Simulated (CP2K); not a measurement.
# ZnS: single point with RPBE

**The experiment to reproduce.**

From “Electronic, vibrational, and thermodynamic properties of ZnS (zincblende and rocksalt structure)”, 2009, arxiv:0911.5022, for a bulk crystal of ZnS at 19 K: band gap 3.85 eV (direct).

ZnS:

```
Zn S
1.0
     3.82121    0.00000    0.00000
     1.91060    3.30926    0.00000
     1.91060    1.10309    3.12000
Zn S
1 1
Direct
  0.75000 0.75000 0.75000
  0.00000 0.00000 0.00000
```

* Program: CP2K 2026.2
* Task: single point
* Functional: RPBE
* Potentials or basis: POTENTIAL_UZH Zn GTH-PBE-q12, S GTH-PBE-q6; TZVP-MOLOPT-PBE-GTH basis
* Density cutoff: 6123 eV
* k mesh: 9 × 9 × 9
* Occupations: gaussian, width 0.05 eV
* Spin: no spin polarisation
* SCF solver: diagonalisation with k points
* Quickstep method: GPW
* EPS_DEFAULT: 1.0E-10
* EPS_SCF: 1.0E-6
* MAX_SCF: 100
* SCF_GUESS: ATOMIC
* k points reduced by the point group: yes
* Mesh centred on Gamma: yes
* CHOLESKY: OFF
* EPS_EIGVAL: 1.0E-7
* MIXING METHOD: BROYDEN_MIXING
* MIXING ALPHA: 0.4
* NBUFFER: 8
* NGRIDS: 4
* Basis sets: Zn TZVP-MOLOPT-PBE-GTH-q12, S TZVP-MOLOPT-PBE-GTH-q6
* Potentials: Zn GTH-PBE-q12 of POTENTIAL_UZH, S GTH-PBE-q6 of POTENTIAL_UZH
* ADDED_MOS: [10]
* REL_CUTOFF (Ry): 60 Ry
* MIXING BETA (1/bohr): 1.5 1/bohr
* CUTOFF of the grids: 450 Ry

```
Pressure               : 4.2 GPa
Band gap on the k mesh : 2.23 eV, direct
Mulliken charges       : Zn +0.48; S -0.48 e
```

Levels at points of the mesh, in eV from the valence-band top:
```
           k point  band 7  band 8  band 9  band 10  band 11  band 12
(0.00, 0.00, 0.00)    0.00    0.00    0.00     2.23     6.49     6.49
```

Run time: 69 s on 1 thread of Arm Neoverse V2, on a shared host, peak memory 0.34 GiB.

A measured gap of ZnS is 3.85 eV (direct; 19 K; quoted in “Electronic, vibrational, and thermodynamic properties of ZnS (zincblende and rocksalt structure)”, 2009, arxiv:0911.5022); the calculated 2.23 eV misses it by -1.62 eV. The value is that of RPBE in an atomic basis (POTENTIAL_UZH Zn GTH-PBE-q12, S GTH-PBE-q6; TZVP-MOLOPT-PBE-GTH basis), whose error adds to the functional's,, without temperature or zero-point motion. Semilocal functionals fall short of measured gaps as a rule.

Caveat: Mulliken charges move with the basis; the potentials were made for another functional, which shifts forces and pressure; the basis of atomic orbitals isn't converged, which shifts pressures, moduli and gaps.
